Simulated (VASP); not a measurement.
# PbSe (Clausthalite) (Fm-3m) in VASP: notebook

The runs below take PbSe (Clausthalite) through relaxation of cell and atoms, with r2SCAN, LDA.

All numbers are computed with VASP 6.6.1; they aren't measurements. Logs are shortened: lines on timing, memory, paths and dates and some standing lists are left out, and cuts for length are marked.

## 1. The structure

Symmetry: Fm-3m, No. 225, cubic system. Conventional cell: a = 6.179 Å, b = 6.179 Å, c = 6.179 Å, α = 90.00°, β = 90.00°, γ = 90.00°. Around Pb (site symmetry m-3m) lie 6 Se at 3.09 Å. Se (site symmetry m-3m) is surrounded by 6 Pb at 3.09 Å.

## 2. Relaxation of cell and atoms, r2SCAN

File INCAR:

```
SYSTEM = PbSe
  ALGO = Normal
  EDIFF = 1E-7
  EDIFFG = -0.005
  ENCUT = 600
  IBRION = 2
  ISIF = 3
  ISMEAR = 0
  LASPH = .True.
  LCHARG = .False.
  LMIXTAU = .True.
  LREAL = .False.
  LWAVE = .False.
  METAGGA = R2SCAN
  NELM = 80
  NSW = 90
  PREC = Accurate
  SIGMA = 0.03
```

File KPOINTS:

```
k-points
0
Gamma
  8 8 8
  0 0 0
```

File POSCAR:

```
PbSe                                    
1.0
    0.0000000000      3.0892634914      3.0892634914
    3.0892634914      0.0000000000      3.0892634914
    3.0892634914      3.0892634914      0.0000000000
  Pb              Se            
     1     1
Direct
     0.0000000000000000    0.0000000000000000    0.0000000000000000
     0.5000000000000000    0.5000000000000000    0.5000000000000000
```

Potentials or basis: VASP PAW PBE potentials, release 64 (Pb_d, Se).

On the command line:

```console
$ cat potpaw_PBE.64/Pb_d/POTCAR potpaw_PBE.64/Se/POTCAR > POTCAR
$ mpirun -np 1 vasp_std > vasp.out
```

OUTCAR:

```text
SYSTEM = PbSe
   EDIFF = 1E-7
   EDIFFG = -0.005
   ENCUT = 600
   IBRION = 2
   ISIF = 3
   ISMEAR = 0
   LASPH = .True.
   LREAL = .False.
   METAGGA = R2SCAN
   NELM = 80
   NSW = 90
   PREC = Accurate

 ion  position               nearest neighbor table
   1  0.000  0.000  0.000-   2 3.09   2 3.09   2 3.09   2 3.09   2 3.09   2 3.09
   2  0.500  0.500  0.500-   1 3.09   1 3.09   1 3.09   1 3.09   1 3.09   1 3.09

  LATTYP: Found a face centered cubic cell.
 ALAT       =     6.1785269828

  Lattice vectors:

 A1 = (   0.0000000000,   3.0892634914,   3.0892634914)
 A2 = (   3.0892634914,   0.0000000000,   3.0892634914)
 A3 = (   3.0892634914,   3.0892634914,   0.0000000000)

Analysis of symmetry for initial positions (statically):
=====================================================================
 Subroutine PRICEL returns:
 Original cell was already a primitive cell.

 Routine SETGRP: Setting up the symmetry group for a
 face centered cubic supercell.

 Subroutine GETGRP returns: Found 48 space group operations
 (whereof 48 operations were pure point group operations)
 out of a pool of 48 trial point group operations.

The static configuration has the point symmetry O_h .

Analysis of symmetry for dynamics (positions and initial velocities):
=====================================================================
 Subroutine PRICEL returns:
 Original cell was already a primitive cell.

 Routine SETGRP: Setting up the symmetry group for a
 face centered cubic supercell.

 Subroutine GETGRP returns: Found 48 space group operations
 (whereof 48 operations were pure point group operations)
 out of a pool of 48 trial point group operations.

The dynamic configuration has the point symmetry O_h .

 Subroutine INISYM returns: Found 48 space group operations
 (whereof 48 operations are pure point group operations),
 and found     1 'primitive' translations

----------------------------------------------------------------------------------------

                                     Primitive cell

  volume of cell :      58.9651

  direct lattice vectors                    reciprocal lattice vectors
     0.000000000  3.089263491  3.089263491    -0.161850875  0.161850875  0.161850875
     3.089263491  0.000000000  3.089263491     0.161850875 -0.161850875  0.161850875
     3.089263491  3.089263491  0.000000000     0.161850875  0.161850875 -0.161850875

  length of vectors
     4.368878327  4.368878327  4.368878327     0.280333939  0.280333939  0.280333939

  position of ions in fractional coordinates (direct lattice)
     0.000000000  0.000000000  0.000000000
     0.500000000  0.500000000  0.500000000

  ion indices of the primitive-cell ions
   primitive index   ion index
                 1           1
                 2           2

----------------------------------------------------------------------------------------

 KPOINTS: k-points

Automatic generation of k-mesh.
 Grid dimensions read from file:
 generate k-points for:    8    8    8

 Generating k-lattice:

  Cartesian coordinates                     Fractional coordinates (reciprocal lattice)
    -0.020231359  0.020231359  0.020231359     0.125000000  0.000000000  0.000000000
     0.020231359 -0.020231359  0.020231359     0.000000000  0.125000000  0.000000000
     0.020231359  0.020231359 -0.020231359     0.000000000  0.000000000  0.125000000

  Length of vectors
     0.035041742  0.035041742  0.035041742

  Shift w.r.t. Gamma in fractional coordinates (k-lattice)
     0.000000000  0.000000000  0.000000000

 Subroutine IBZKPT returns following result:
 ===========================================

 Found     29 irreducible k-points:

 Following reciprocal coordinates:
            Coordinates               Weight
  0.000000  0.000000  0.000000      1.000000
  0.125000  0.000000  0.000000      8.000000
  0.250000  0.000000  0.000000      8.000000
  0.375000  0.000000  0.000000      8.000000
  0.500000  0.000000  0.000000      4.000000
  0.125000  0.125000  0.000000      6.000000
[... 16 lines left out ...]
  0.500000  0.250000  0.125000     48.000000
 -0.375000  0.250000  0.125000     24.000000
 [... further k-points ...]
   k-points           NKPTS =     29   k-points in BZ     NKDIM =     29   number of bands    NBANDS=     14
   number of dos      NEDOS =    301   number of ions     NIONS =      2
   total plane-waves  NPLWV =  46656
   dimension x,y,z NGX =    36 NGY =   36 NGZ =   36
   dimension x,y,z NGXF=    72 NGYF=   72 NGZF=   72
   ions per type =               1   1
   NGX,Y,Z   is equivalent  to a cutoff of  13.70, 13.70, 13.70 a.u.
   NGXF,Y,Z  is equivalent  to a cutoff of  27.40, 27.40, 27.40 a.u.
 SYSTEM =  PbSe
   PREC   = accura    normal or accurate (medium, high low for compatibility)
   ISTART =      0    job   : 0-new  1-cont  2-samecut
   ICHARG =      2    charge: 1-file 2-atom 10-const
   ISPIN  =      1    spin polarized calculation?
   LNONCOLLINEAR =      F non collinear calculations
   LSORBIT =      F    spin-orbit coupling
   LASPH  =      T    aspherical Exc in radial PAW
   ENCUT  =  600.0 eV  44.10 Ry    6.64 a.u.   8.73  8.73  8.73*2*pi/ulx,y,z
   NELM   =     80;   NELMIN=  2; NELMDL= -5     # of ELM steps
   EDIFF  = 0.1E-06   stopping-criterion for ELM
   LREAL  =      F    real-space projection
   EDIFFG = -.5E-02   stopping-criterion for IOM
   NSW    =     90    number of steps for IOM
   IBRION =      2    ionic relax: 0-MD 1-quasi-New 2-CG
   NFREE  =      1    steps in history (QN), initial steepest desc. (CG)
   ISIF   =      3    stress and relaxation
   ISYM   =      2    0-nonsym 1-usesym 2-fastsym
   POTIM  = 0.5000    time-step for ionic-motion
   TEBEG  =    0.0;   TEEND  =   0.0 temperature during run
   PSTRESS=    0.0 pullay stress
   NELECT =      20.0000    total number of electrons
   NUPDOWN=      -1.0000    fix difference up-down
   EMIN   =  10.00;   EMAX   =-10.00  energy-range for DOS
   EFERMI =   0.00;   METHOD = LEGACY
   ISMEAR =     0;   SIGMA  =   0.03  broadening in eV -4-tet -1-fermi 0-gaus
   EFERMI_NEDOS =   21; number of points for ismear=-14 and -15
   IALGO  =     38    algorithm
   IMIX   =      4    mixing-type and parameters
     AMIX     =   0.40;   BMIX     =  1.00
     AMIX_MAG =   1.60;   BMIX_MAG =  1.00
  volume/ion in A,a.u.               =      29.48       198.96
  Fermi-wavevector in a.u.,A,eV,Ry     =   1.141703  2.157506 17.735006  1.303486
  Thomas-Fermi vector in A             =   2.278403
   LORBIT       =      0    0 simple, 1 ext, 2 COOP (PROOUT), +10 PAW based schemes
   METAGGA = R2SCAN    functional components
   LHFCALC =     F    Hartree Fock is set to
   AEXX    =    0.0000 exact exchange contribution
   IVDW    =     0    specifies the selected vdW correction
   LEPSILON=     F    determine dielectric tensor
   LRPA    =     F    only Hartree local field effects (RPA)
 conjugate gradient relaxation of ions
 non-spin polarized calculation
 Gauss-broadening in eV      SIGMA  =   0.03
  energy-cutoff  :      600.00
  volume of cell :       58.97
 maximum number of plane-waves:      1996
   NGX = 17   NGY = 17   NGZ = 17

 number of electron      20.0000003 magnetization

 Free energy of the ion-electron system (eV)
  ---------------------------------------------------
  ext. energy  EPLUGINS =         0.00000000
  ---------------------------------------------------
  free energy    TOTEN  =       -71.94016380 eV

  energy without entropy =      -71.94016380  energy(sigma->0) =      -71.94016380

 E-fermi :   4.7236     XC(G=0):  -9.9302

 val. band max:        4.5489070538   @ k =   0.5000   0.0000   0.0000
 cond. band min:       5.2211922081   @ k =   0.5000   0.0000   0.0000
 fundamental gap:      0.6722851543
 Fermi energy:         4.7235809948

 k-point     1 :       0.0000    0.0000    0.0000
  band No.  band energies     occupation
      1     -12.8518      2.00000
      2     -12.8518      2.00000
      3     -12.8518      2.00000
      4     -12.8470      2.00000
      5     -12.8470      2.00000
      6      -9.3352      2.00000
      7      -1.8306      2.00000
      8       2.6762      2.00000
      9       2.6762      2.00000
     10       2.6762      2.00000
     11       9.5467      0.00000
     12       9.5467      0.00000
     13       9.5467      0.00000
     14      11.5901      0.00000

 k-point     2 :       0.1250    0.0000    0.0000
  band No.  band energies     occupation
      1     -12.8518      2.00000
      2     -12.8518      2.00000
      3     -12.8512      2.00000
      4     -12.8460      2.00000
      5     -12.8460      2.00000
      6      -9.2186      2.00000
      7      -2.2308      2.00000
      8       2.7177      2.00000
      9       2.7177      2.00000
     10       2.9652      2.00000
     11       8.5099      0.00000
     12       8.8812      0.00000
     13       8.8812      0.00000
     14      11.3847      0.00000

 k-point     3 :       0.2500    0.0000    0.0000
  band No.  band energies     occupation
      1     -12.8595      2.00000
      2     -12.8595      2.00000
      3     -12.8500      2.00000
      4     -12.8362      2.00000
      5     -12.8362      2.00000
      6      -8.9000      2.00000
      7      -3.1090      2.00000
      8       2.8370      2.00000
      9       2.8370      2.00000
     10       3.5511      2.00000
     11       7.0180      0.00000
     12       7.7597      0.00000
     13       7.7597      0.00000
     14      11.5696      0.00000
[... 324 lines left out ...]
 k-point    23 :       0.5000    0.2500    0.1250
  band No.  band energies     occupation
      1     -12.8968      2.00000
      2     -12.8564      2.00000
      3     -12.8477      2.00000
      4     -12.8299      2.00000
      5     -12.8231      2.00000
      6      -8.2823      2.00000
      7      -3.7794      2.00000
      8       1.3671      2.00000
      9       2.1240      2.00000
     10       3.5295      2.00000
     11       6.5930      0.00000
     12       7.9299      0.00000
     13       9.0758      0.00000
     14      11.6482      0.00000

 k-point    24 :      -0.3750    0.2500    0.1250
  band No.  band energies     occupation
      1     -12.9012      2.00000
      2     -12.8594      2.00000
      3     -12.8418      2.00000
      4     -12.8331      2.00000
      5     -12.8198      2.00000
      6      -8.1142      2.00000
      7      -4.0074      2.00000
      8       1.3732      2.00000
      9       1.7390      2.00000
     10       3.7283      2.00000
     11       6.2766      0.00000
     12       8.2611      0.00000
     13       8.9208      0.00000
     14      12.6427      0.00000

 [... further k-points ...]

------------------------ aborting loop because EDIFF is reached ----------------------------------------

  FORCE on cell =-STRESS in cart. coord.  units (eV):
  Direction    XX          YY          ZZ          XY          YZ          ZX
  --------------------------------------------------------------------------------------
  -------------------------------------------------------------------------------------
  Total        0.0034187      0.0034187      0.0034187      0.0000000      0.0000000     -0.0000000
  in kB        0.0928905      0.0928905      0.0928905      0.0000000      0.0000000     -0.0000000
  external PRESSURE =       0.0928905 kB  Pullay stress =       0.0000000 kB

 VOLUME and BASIS-vectors are now :
 -----------------------------------------------------------------------------
  energy-cutoff  :      600.00
  volume of cell :       58.97
      direct lattice vectors                 reciprocal lattice vectors
     0.000000000  3.089263491  3.089263491    -0.161850875  0.161850875  0.161850875
     3.089263491  0.000000000  3.089263491     0.161850875 -0.161850875  0.161850875
     3.089263491  3.089263491  0.000000000     0.161850875  0.161850875 -0.161850875

 POSITION                                       TOTAL-FORCE (eV/Angst)
 -----------------------------------------------------------------------------------
      0.00000      0.00000      0.00000         0.000000     -0.000000     -0.000000
      3.08926      3.08926      3.08926         0.000000      0.000000      0.000000
 -----------------------------------------------------------------------------------
    total drift:                               -0.000000      0.000000      0.000000

  FREE ENERGIE OF THE ION-ELECTRON SYSTEM (eV)
  ---------------------------------------------------
  free  energy   TOTEN  =       -71.9401638031 eV

  energy  without entropy=      -71.9401638031  energy(sigma->0) =      -71.94016380

 reached required accuracy - stopping structural energy minimisation
```

Wall time 72 s (1 thread of Intel Xeon 6975P-C (Granite Rapids), shared host); peak memory 0.23 GiB.

What came out:

```yaml
Free_energy: -71.9402 eV
Pressure_after_relaxing: 0.0 GPa
Band_gap_on_the_k_mesh: 0.67 eV, direct
```

Final structure:
```
Pb Se
1.0
     0.00000    3.08926    3.08926
     3.08926    0.00000    3.08926
     3.08926    3.08926    0.00000
Pb Se
1 1
Direct
  0.00000 0.00000 0.00000
  0.50000 0.50000 0.50000
```

Levels at points of the mesh, in eV from the valence-band top:
| k point | band 8 | band 9 | band 10 | band 11 | band 12 | band 13 |
| --- | --- | --- | --- | --- | --- | --- |
| (0.00, 0.00, 0.00) | -1.87 | -1.87 | -1.87 | 5.00 | 5.00 | 5.00 |
| (0.50, 0.00, 0.00) | -1.47 | -1.47 | 0.00 | 0.67 | 2.00 | 2.00 |
| (0.50, 0.50, 0.00) | -4.89 | -3.19 | -3.19 | 4.16 | 5.91 | 5.91 |

Caveat: the relaxation stopped at its first step, so nothing moved; the PAW data sets were made with another functional, which shifts forces and pressure a little; spin-orbit coupling is left out, which as a rule narrows the gap of such compounds by several tenths of an eV.

[end of part 1 of 2]
